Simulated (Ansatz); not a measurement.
The system is Pb.

```xyz
2
Lattice="0.0000 3.4390 3.4390 3.4390 0.0000 3.4390 3.4390 3.4390 0.0000" Properties=species:S:1:pos:R:3 pbc="T T T"
Pb    1.7195    1.7195    1.7195
Pb    0.0000    0.0000    0.0000
```

This isn't the form of Pb at room conditions, which is fcc.

* Program: Ansatz 0.2.0
* Task: relaxation of cell and atoms
* Functional: HSE03
* Potentials or basis: Ansatz PAW
* Cutoff: 420 eV (not typed: the program's choice for these potentials)
* k mesh: 4 × 4 × 4
* Occupations: fermi-dirac, width 0.05 eV
* Spin: no spin polarisation

At the start: volume 40.67 Å³/atom.

Q: Where does the relaxation end?

A: It ends after 4 steps and the volume is 43.31 Å³/atom (+6.5 %); space group Fd-3m (No. 227, to 0.05 Å).

The path:
```csv
step,energy change (eV),largest force (eV/Å),volume (Å³)
1,0.0000,0.0000,81.34
2,-0.0284,0.0000,87.30
3,-0.0289,0.0000,86.62
4,-0.0293,0.0000,86.62
```

Final structure:
```yaml
crystal:
  lattice:
    - [0.00000, 3.51177, 3.51177]
    - [3.51177, 0.00000, 3.51177]
    - [3.51177, 3.51177, 0.00000]
  atoms:
    - { symbol: Pb, position: [0.25000, 0.25000, 0.25000] }
    - { symbol: Pb, position: [0.00000, 0.00000, 0.00000] }
```

Caveat: the k mesh is coarse (spacing up to 0.40 Å⁻¹), so the values aren't converged, least of all with exact exchange; the plane-wave basis is chosen anew once the cell has moved, so the energies of steps on either side of that aren't comparable; the PAW data sets come from PBE, with cores solved anew for the run's functional, which leaves a small shift of forces and pressure.
